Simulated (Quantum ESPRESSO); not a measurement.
Crystal: NaCl.

```
Cl Na
1.0
     3.50219    0.00000    0.00000
     0.00000    3.50219    0.00000
     0.00000    0.00000    3.50219
Cl Na
1 1
Direct
  0.50000 0.50000 0.50000
  0.00000 0.00000 0.00000
```

Measurements of this composition are mostly on another form, of space group No. 225.

Program: Quantum ESPRESSO 7.5. Alike in all runs: task dielectric tensor; no spin polarisation; cell as given; k mesh 6 × 6 × 6, shifted; cutoff (eV) 1197; smearing fermi-dirac 0.05 eV.

Problem. Order these runs on this cell by their pressure, lowest first.
A. level PBEsol; potentials or basis PseudoDojo 0.4.1 SR PBEsol standard
B. level BLYP; potentials or basis PseudoDojo 0.4.1 SR PBE standard
C. level LDA; potentials or basis PseudoDojo 0.4.1 SR LDA standard; form of the LDA correlation PW92

Solution. C (-3.1 GPa), A (-1.2 GPa), B (1.2 GPa).

Caveats: the potentials were made for another functional, which shifts forces and pressure (some runs); the cell is more than 3 GPa from zero pressure, which shifts response properties (some runs).
